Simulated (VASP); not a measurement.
# AlN (P6_3mc) in VASP: band structure with HSE06

Aim: the band structure of AlN with HSE06.

All numbers are computed with VASP 6.6.1; they aren't measurements. Logs are shortened: lines on timing, memory, paths and dates and some standing lists are left out, and cuts for length are marked.

**Measured values to compare with.**

“Structural and optical properties of self-assembled AlN nanowires grown on SiO2/Si substrates by molecular beam epitaxy”, 2024, arxiv:2402.00216 quotes, for a bulk crystal of AlN at 0 K: band gap 6.0343 eV (an exciton energy, a little under the gap).

How close the calculation comes is told below.

**1. The structure**

It takes space group P6_3mc (No. 186, hexagonal). The conventional cell has a = 3.129 Å, b = 3.129 Å, c = 5.016 Å, α = 90.00°, β = 90.00°, γ = 120.00°. Around Al (site symmetry 3m) lie 4 N at 1.90 to 1.91 Å. Around N (site symmetry 3m) lie 4 Al at 1.90 to 1.91 Å.

**2. Band structure, HSE06**

POSCAR reads:

```
AlN                                     
1.0
    3.1285822099      0.0000000000      0.0000000000
   -1.5642911049      2.7094316696      0.0000000000
    0.0000000000      0.0000000000      5.0164164500
  Al              N             
     2     2
Direct
     0.3333333300000021    0.6666666699999979    0.9992562416566599
     0.6666666699999979    0.3333333300000021    0.4992562416566599
     0.3333333300000021    0.6666666699999979    0.3807437583433426
     0.6666666699999979    0.3333333300000021    0.8807437583433426
```

INCAR.step1 reads:

```
SYSTEM = AlN
  PREC = Accurate
  ENCUT = 520
  EDIFF = 1E-5
  ISMEAR = 0
  SIGMA = 0.02
  LREAL = .FALSE.
  LASPH = .TRUE.
  NELM = 80
  ALGO = Normal
  ISIF = 2
  LWAVE = .TRUE.
  LCHARG = .FALSE.
  NBANDS = 16
  KPAR = 4
  GGA = PE
```

INCAR.step2 reads:

```
SYSTEM = AlN
  PREC = Accurate
  ENCUT = 520
  EDIFF = 1E-7
  ISMEAR = 0
  SIGMA = 0.02
  LREAL = .FALSE.
  LASPH = .TRUE.
  NELM = 80
  ALGO = Normal
  ISIF = 2
  LWAVE = .FALSE.
  LCHARG = .FALSE.
  GGA = PE
  LHFCALC = .TRUE.
  HFSCREEN = 0.2
  PRECFOCK = Fast
  NBANDS = 16
  KPAR = 4
  ISTART = 1
```

KPOINTS reads:

```
regular mesh
0
G
  6 6 4
  0 0 0
```

KPOINTS_OPT reads:

```
path GMKGALHA,LM,KH
12
line-mode
reciprocal
 0.0000000000  0.0000000000  0.0000000000  G
 0.5000000000  0.0000000000  0.0000000000  M

 0.5000000000  0.0000000000  0.0000000000  M
 0.3333333333  0.3333333333  0.0000000000  K

 0.3333333333  0.3333333333  0.0000000000  K
 0.0000000000  0.0000000000  0.0000000000  G

 0.0000000000  0.0000000000  0.0000000000  G
 0.0000000000  0.0000000000  0.5000000000  A

 0.0000000000  0.0000000000  0.5000000000  A
 0.5000000000  0.0000000000  0.5000000000  L

 0.5000000000  0.0000000000  0.5000000000  L
 0.3333333333  0.3333333333  0.5000000000  H

 0.3333333333  0.3333333333  0.5000000000  H
 0.0000000000  0.0000000000  0.5000000000  A

 0.5000000000  0.0000000000  0.5000000000  L
 0.5000000000  0.0000000000  0.0000000000  M

 0.3333333333  0.3333333333  0.0000000000  K
 0.3333333333  0.3333333333  0.5000000000  H
```

Potentials or basis: VASP PAW PBE potentials, release 64 (Al, N).

Started as:

```sh
$ cat potpaw_PBE.64/Al/POTCAR potpaw_PBE.64/N/POTCAR > POTCAR
$ cp INCAR.step1 INCAR
$ mpirun -np 4 vasp_std > vasp.out
$ cp INCAR.step2 INCAR
$ mpirun -np 4 vasp_std > vasp.out
```

OUTCAR:

```text
SYSTEM = AlN
   PREC = Accurate
   ENCUT = 520
   EDIFF = 1E-7
   ISMEAR = 0
   LREAL = .FALSE.
   LASPH = .TRUE.
   NELM = 80
   ISIF = 2
   GGA = PE
   LHFCALC = .TRUE.
   HFSCREEN = 0.2
   PRECFOCK = Fast
   ISTART = 1

 ion  position               nearest neighbor table
   1  0.333  0.667  0.999-   4 1.90   4 1.90   4 1.90   3 1.91   2 3.09   2 3.09   2 3.09   2 3.09
                             2 3.09   2 3.09
   2  0.667  0.333  0.499-   3 1.90   3 1.90   3 1.90   4 1.91   1 3.09   1 3.09   1 3.09   1 3.09
                             1 3.09   1 3.09
   3  0.333  0.667  0.381-   2 1.90   2 1.90   2 1.90   1 1.91
   4  0.667  0.333  0.881-   1 1.90   1 1.90   1 1.90   2 1.91

  LATTYP: Found a hexagonal cell.
 ALAT       =     3.1285822099
 C/A-ratio  =     1.6034152576

  Lattice vectors:

 A1 = (   3.1285822099,   0.0000000000,   0.0000000000)
 A2 = (  -1.5642911049,   2.7094316696,   0.0000000000)
 A3 = (   0.0000000000,   0.0000000000,   5.0164164500)

Analysis of symmetry for initial positions (statically):
=====================================================================
 Subroutine PRICEL returns:
 Original cell was already a primitive cell.

 Routine SETGRP: Setting up the symmetry group for a
 hexagonal supercell.

 Subroutine GETGRP returns: Found 12 space group operations
 (whereof  6 operations were pure point group operations)
 out of a pool of 24 trial point group operations.

The static configuration has the point symmetry C_3v.
 The point group associated with its full space group is C_6v.

Analysis of symmetry for dynamics (positions and initial velocities):
=====================================================================
 Subroutine PRICEL returns:
 Original cell was already a primitive cell.

 Routine SETGRP: Setting up the symmetry group for a
 hexagonal supercell.

 Subroutine GETGRP returns: Found 12 space group operations
 (whereof  6 operations were pure point group operations)
 out of a pool of 24 trial point group operations.

The dynamic configuration has the point symmetry C_3v.
 The point group associated with its full space group is C_6v.

 Subroutine INISYM returns: Found 12 space group operations
 (whereof  6 operations are pure point group operations),
 and found     1 'primitive' translations

----------------------------------------------------------------------------------------

                                     Primitive cell

  volume of cell :      42.5226

  direct lattice vectors                    reciprocal lattice vectors
     3.128582210  0.000000000  0.000000000     0.319633602  0.184540546  0.000000000
    -1.564291105  2.709431670  0.000000000     0.000000000  0.369081092  0.000000000
     0.000000000  0.000000000  5.016416450     0.000000000  0.000000000  0.199345491

  length of vectors
     3.128582210  3.128582208  5.016416450     0.369081092  0.369081092  0.199345491

  position of ions in fractional coordinates (direct lattice)
     0.333333330  0.666666670  0.999256242
     0.666666670  0.333333330  0.499256242
     0.333333330  0.666666670  0.380743758
     0.666666670  0.333333330  0.880743758

  ion indices of the primitive-cell ions
   primitive index   ion index
                 1           1
                 2           2
                 3           3
                 4           4

----------------------------------------------------------------------------------------

 KPOINTS: regular mesh

Automatic generation of k-mesh.
 Grid dimensions read from file:
 generate k-points for:    6    6    4

 Generating k-lattice:

  Cartesian coordinates                     Fractional coordinates (reciprocal lattice)
     0.053272267  0.030756758  0.000000000     0.166666667  0.000000000  0.000000000
     0.000000000  0.061513515  0.000000000     0.000000000  0.166666667  0.000000000
     0.000000000  0.000000000  0.049836373     0.000000000  0.000000000  0.250000000

  Length of vectors
     0.061513515  0.061513515  0.049836373

  Shift w.r.t. Gamma in fractional coordinates (k-lattice)
     0.000000000  0.000000000  0.000000000

 Subroutine IBZKPT returns following result:
 ===========================================

 Found     21 irreducible k-points:

 Following reciprocal coordinates:
            Coordinates               Weight
  0.000000  0.000000  0.000000      1.000000
  0.166667  0.000000  0.000000      6.000000
  0.333333  0.000000  0.000000      6.000000
  0.500000  0.000000  0.000000      3.000000
  0.166667  0.166667  0.000000      6.000000
  0.333333  0.166667  0.000000     12.000000
[... 13 lines left out ...]
  0.333333  0.166667  0.500000     12.000000
  0.333333  0.333333  0.500000      2.000000
   k-points           NKPTS =     21   k-points in BZ     NKDIM =    144   number of bands    NBANDS=     16
   number of dos      NEDOS =    301   number of ions     NIONS =      4
   total plane-waves  NPLWV =  23040
   dimension x,y,z NGX =    24 NGY =   24 NGZ =   40
   dimension x,y,z NGXF=    48 NGYF=   48 NGZF=   80
   ions per type =               2   2
   NGX,Y,Z   is equivalent  to a cutoff of  12.75, 12.75, 13.26 a.u.
   NGXF,Y,Z  is equivalent  to a cutoff of  25.51, 25.51, 26.51 a.u.
 SYSTEM =  AlN
   PREC   = accura    normal or accurate (medium, high low for compatibility)
   ISTART =      1    job   : 0-new  1-cont  2-samecut
   ICHARG =      0    charge: 1-file 2-atom 10-const
   ISPIN  =      1    spin polarized calculation?
   LNONCOLLINEAR =      F non collinear calculations
   LSORBIT =      F    spin-orbit coupling
   LASPH  =      T    aspherical Exc in radial PAW
   ENCUT  =  520.0 eV  38.22 Ry    6.18 a.u.   5.82  5.82  9.33*2*pi/ulx,y,z
   NELM   =     80;   NELMIN=  2; NELMDL=  0     # of ELM steps
   EDIFF  = 0.1E-06   stopping-criterion for ELM
   LREAL  =      F    real-space projection
   EDIFFG = 0.1E-05   stopping-criterion for IOM
   NSW    =      0    number of steps for IOM
   IBRION =     -1    ionic relax: 0-MD 1-quasi-New 2-CG
   NFREE  =      0    steps in history (QN), initial steepest desc. (CG)
   ISIF   =      2    stress and relaxation
   ISYM   =      3    0-nonsym 1-usesym 2-fastsym
   POTIM  = 0.5000    time-step for ionic-motion
   TEBEG  =    0.0;   TEEND  =   0.0 temperature during run
   PSTRESS=    0.0 pullay stress
   NELECT =      16.0000    total number of electrons
   NUPDOWN=      -1.0000    fix difference up-down
   EMIN   =  10.00;   EMAX   =-10.00  energy-range for DOS
   EFERMI =   0.00;   METHOD = LEGACY
   ISMEAR =     0;   SIGMA  =   0.02  broadening in eV -4-tet -1-fermi 0-gaus
   EFERMI_NEDOS =   21; number of points for ismear=-14 and -15
   IALGO  =     38    algorithm
   IMIX   =      1    mixing-type and parameters
     AMIX     =   0.40;   BMIX     =  1.00
     AMIX_MAG =   1.60;   BMIX_MAG =  1.00
  volume/ion in A,a.u.               =      10.63        71.74
  Fermi-wavevector in a.u.,A,eV,Ry     =   1.181885  2.233438 19.005311  1.396851
  Thomas-Fermi vector in A             =   2.318149
   LORBIT       =      0    0 simple, 1 ext, 2 COOP (PROOUT), +10 PAW based schemes
   GGA     = PE    functional components
   LHFCALC =     T    Hartree Fock is set to
   PRECFOCK=fast      Normal, Fast or Accurate (Low or Medium for compatibility)
   ENCUT4O =  -1.0   cutoff for four orbital integrals eV
   NKREDX  =     1    reduce k-point grid by
   NKREDY  =     1    reduce k-point grid by
   NKREDZ  =     1    reduce k-point grid by
   AEXX    =    0.2500 exact exchange contribution
   HFSCREEN=    0.2000 screening length (either q_TF or 0.3 A-1)
   HFSCREENC=   0.2000 screening length for correlation (either q_TF or 0.3 A-1)
   ENCUTFOCK=  -1.0 apply spherical cutoff to Coloumb kernel
   IVDW    =     0    specifies the selected vdW correction
   LEPSILON=     F    determine dielectric tensor
   LRPA    =     F    only Hartree local field effects (RPA)
 non-spin polarized calculation
 Gauss-broadening in eV      SIGMA  =   0.02
  energy-cutoff  :      520.00
  volume of cell :       42.52
 maximum number of plane-waves:      1170
 NGX is ok and might be reduce to    24
  NGX = 14; NGY = 14; NGZ = 24

 number of electron      15.9999998 magnetization

 Free energy of the ion-electron system (eV)
  ---------------------------------------------------
  ext. energy  EPLUGINS =         0.00000000
  ---------------------------------------------------
  free energy    TOTEN  =       -34.94405457 eV

  energy without entropy =      -34.94405457  energy(sigma->0) =      -34.94405457

 E-fermi :   5.2414     XC(G=0):  -8.9223

 val. band max:        5.0618734905   @ k =   0.0000   0.0000   0.0000
 cond. band min:      10.4701811744   @ k =   0.0000   0.0000   0.0000
 fundamental gap:      5.4083076839
 Fermi energy:         5.2413844462

 k-point     1 :       0.0000    0.0000    0.0000
  band No.  band energies     occupation
      1     -11.5277      2.00000
      2      -9.3032      2.00000
      3      -1.3615      2.00000
      4       4.1249      2.00000
      5       4.1250      2.00000
      6       4.8415      2.00000
[... 8 lines left out ...]
     15      19.7972      0.00000
     16      19.7972      0.00000

 k-point     2 :       0.1667    0.0000    0.0000
  band No.  band energies     occupation
      1     -11.1637      2.00000
      2      -9.1064      2.00000
      3      -0.9118      2.00000
      4       2.6259      2.00000
      5       3.4784      2.00000
      6       3.7046      2.00000
[... 8 lines left out ...]
     15      19.0333      0.00000
     16      19.4650      0.00000

 k-point     3 :       0.3333    0.0000    0.0000
  band No.  band energies     occupation
      1     -10.2282      2.00000
      2      -8.7575      2.00000
      3       0.2232      2.00000
      4       0.3413      2.00000
      5       1.4898      2.00000
      6       3.0649      2.00000
[... 8 lines left out ...]
     15      18.7833      0.00000
     16      21.2190      0.00000
[... 305 lines left out ...]
 k-point    20 :       0.3333    0.1667    0.5000
  band No.  band energies     occupation
      1      -9.1142      2.00000
      2      -9.1142      2.00000
      3      -0.4701      2.00000
      4      -0.4701      2.00000
      5       2.2610      2.00000
      6       2.2610      2.00000
[... 8 lines left out ...]
     15      20.1991      0.00000
     16      20.1991      0.00000

 k-point    21 :       0.3333    0.3333    0.5000
  band No.  band energies     occupation
      1      -8.8827      2.00000
      2      -8.8827      2.00000
      3      -0.1385      2.00000
      4      -0.1385      2.00000
      5       0.9603      2.00000
      6       0.9603      2.00000
[... 8 lines left out ...]
     15      20.4868      0.00000
     16      20.4868      0.00000

------------------------ aborting loop because EDIFF is reached ----------------------------------------

  FORCE on cell =-STRESS in cart. coord.  units (eV):
  Direction    XX          YY          ZZ          XY          YZ          ZX
  --------------------------------------------------------------------------------------
  -------------------------------------------------------------------------------------
  Total       -1.3751884     -1.3751884     -1.3776423     -0.0000000      0.0000000      0.0000000
  in kB      -51.8147519    -51.8147518    -51.9072125     -0.0000000      0.0000000      0.0000000
  external PRESSURE =     -51.8455721 kB  Pullay stress =       0.0000000 kB

 VOLUME and BASIS-vectors are now :
 -----------------------------------------------------------------------------
  energy-cutoff  :      520.00
  volume of cell :       42.52
      direct lattice vectors                 reciprocal lattice vectors
     3.128582210  0.000000000  0.000000000     0.319633602  0.184540546  0.000000000
    -1.564291105  2.709431670  0.000000000     0.000000000  0.369081092  0.000000000
     0.000000000  0.000000000  5.016416450     0.000000000  0.000000000  0.199345491

 POSITION                                       TOTAL-FORCE (eV/Angst)
 -----------------------------------------------------------------------------------
     -0.00000      1.80629      5.01269         0.000000      0.000000      0.000476
      1.56429      0.90314      2.50448        -0.000000     -0.000000      0.000476
     -0.00000      1.80629      1.90997        -0.000000     -0.000000     -0.000476
      1.56429      0.90314      4.41818         0.000000      0.000000     -0.000476
 -----------------------------------------------------------------------------------
    total drift:                                0.000004     -0.000001      0.000211

  FREE ENERGIE OF THE ION-ELECTRON SYSTEM (eV)
  ---------------------------------------------------
  free  energy   TOTEN  =       -34.9440545664 eV

  energy  without entropy=      -34.9440545664  energy(sigma->0) =      -34.94405457
```

It took 22 min on 4 MPI ranks of AMD EPYC 7R13 (Zen 3), shared host; peak memory 0.29 GiB.

What came out:

| Quantity | Value |
| --- | --- |
| Free energy | -34.9441 eV |
| Pressure | -5.2 GPa |
| Band gap on the k mesh | 5.41 eV, direct |
| Band gap along the path | 5.41 eV, direct |

Levels at the corners of the path, in eV from the valence-band top:
```
point  band 5  band 6  band 7  band 8  band 9  band 10  band 11  band 12
    Γ   -0.94   -0.22   -0.22    0.00    5.41     7.99    12.33    12.66
    M   -3.59   -2.26   -1.87   -0.76    7.13     7.14     9.58    11.95
    M   -3.59   -2.26   -1.87   -0.76    7.13     7.14     9.58    11.95
    K   -4.08   -2.64   -2.56   -2.56    6.35     9.89    11.26    11.26
    K   -4.08   -2.64   -2.56   -2.56    6.35     9.89    11.26    11.26
    Γ   -0.94   -0.22   -0.22    0.00    5.41     7.99    12.33    12.66
    Γ   -0.94   -0.22   -0.22    0.00    5.41     7.99    12.33    12.66
    A   -0.59   -0.59   -0.59   -0.59    7.80     7.80    11.86    11.86
    A   -0.59   -0.59   -0.59   -0.59    7.80     7.80    11.86    11.86
    L   -1.59   -1.59   -1.47   -1.47    6.60     6.60    10.69    10.69
    L   -1.59   -1.59   -1.47   -1.47    6.60     6.60    10.69    10.69
    H   -4.10   -4.10   -0.88   -0.88    8.86     8.86     9.22     9.22
    H   -4.10   -4.10   -0.88   -0.88    8.86     8.86     9.22     9.22
    A   -0.59   -0.59   -0.59   -0.59    7.80     7.80    11.86    11.86
    L   -1.59   -1.59   -1.47   -1.47    6.60     6.60    10.69    10.69
    M   -3.59   -2.26   -1.87   -0.76    7.13     7.14     9.58    11.95
    K   -4.08   -2.64   -2.56   -2.56    6.35     9.89    11.26    11.26
    H   -4.10   -4.10   -0.88   -0.88    8.86     8.86     9.22     9.22
```

Caveat: the PAW data sets were made with another functional, which shifts forces and pressure a little.

**3. Against experiment**

Step 2. Against the measured gap of AlN, 6.0343 eV (an exciton energy, a little under the gap; 0 K; quoted in “Structural and optical properties of self-assembled AlN nanowires grown on SiO2/Si substrates by molecular beam epitaxy”, 2024, arxiv:2402.00216), the calculated 5.41 eV is off by -0.63 eV. 2 values of this kind are on record (6.034 to 6.0343 eV); this one was drawn at random. The value is that of HSE06, without temperature or zero-point motion.
